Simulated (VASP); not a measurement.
PtS2, 3 atoms in the cell. The structure is trigonal, space group P-3m1 (No. 164). Conventional cell: a = 3.543 Å, b = 3.543 Å, c = 5.039 Å, α = 90.00°, β = 90.00°, γ = 120.00°. Around Pt (site symmetry -3m) lie 6 S at 2.34 Å. S (site symmetry 3m) has 3 Pt at 2.34 Å as nearest neighbours. 

- Program: VASP 6.6.1
- Task: band structure
- Functional: r2SCAN50
- Potentials or basis: VASP PAW PBE potentials, release 64 (Pt, S)
- Cutoff: 520 eV
- k mesh: 5 × 5 × 3
- Occupations: fermi-dirac, width 0.05 eV
- Spin: no spin polarisation
- Grid for exact exchange (PRECFOCK): Fast
- Exchange at q = 0: truncated
- Further INCAR settings: ALGO = Normal; EDIFF = 1e-06

Potentials or basis: VASP PAW PBE potentials, release 64 (Pt, S).

Command:

```bash
$ cat potpaw_PBE.64/Pt/POTCAR potpaw_PBE.64/S/POTCAR > POTCAR
$ cp INCAR.step1 INCAR
$ mpirun -np 1 vasp_std > vasp.out
$ cp INCAR.step2 INCAR
$ mpirun -np 1 vasp_std > vasp.out
```

Hardware: 1 thread of AMD EPYC 9R45 96-Core Processor (Zen 5), with other jobs on the host.

How long does it take, and how much memory?

It took 35 min on 1 thread of AMD EPYC 9R45 96-Core Processor (Zen 5), with other jobs on the host, peak memory 0.2 GiB. Counts: scf iterations 91, k points 12.
